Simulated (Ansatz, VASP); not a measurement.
# Two plane-wave programs on V

```xyz
2
Lattice="2.5262 0.0000 0.0000 -1.2631 2.1877 0.0000 0.0000 0.0000 4.6525" Properties=species:S:1:pos:R:3 pbc="T T T"
V     1.2631    0.7292    3.4894
V     0.0000    1.4585    1.1631
```

Change from the starting cell: strain -0.030 along x and y, -0.015 along z, atoms carried along.

Alike in both runs: task single point; functional PBEsol; k mesh 21 × 21 × 10; occupations gaussian, width 0.15 eV; no spin polarisation.

```csv
,VASP,Ansatz
version,VASP 6.6.1,Ansatz 0.2.0
potentials or method,"VASP PAW PBE potentials, release 64 (V_sv)","scalar-relativistic, plane waves, PAW"
plane-wave cutoff (eV),520,420
valence electrons in the cell,26,26
```

VASP gave:

* gap on the k mesh at the Fermi level (eV): none
* pressure (GPa): 7.4
* largest component of the traceless stress (GPa): 3.08

Problem. What did Ansatz give for the same quantities?

Solution. gap on the k mesh at the Fermi level (eV): none; pressure (GPa): 7.1; largest component of the traceless stress (GPa): 3.10.

A gap of «none» marks a metal or a gap that the smearing closes. With one functional, cell and mesh, what is left measures potentials, basis and numerics.

Caveats: the PAW data sets were made with another functional, which shifts forces and pressure a little (VASP).
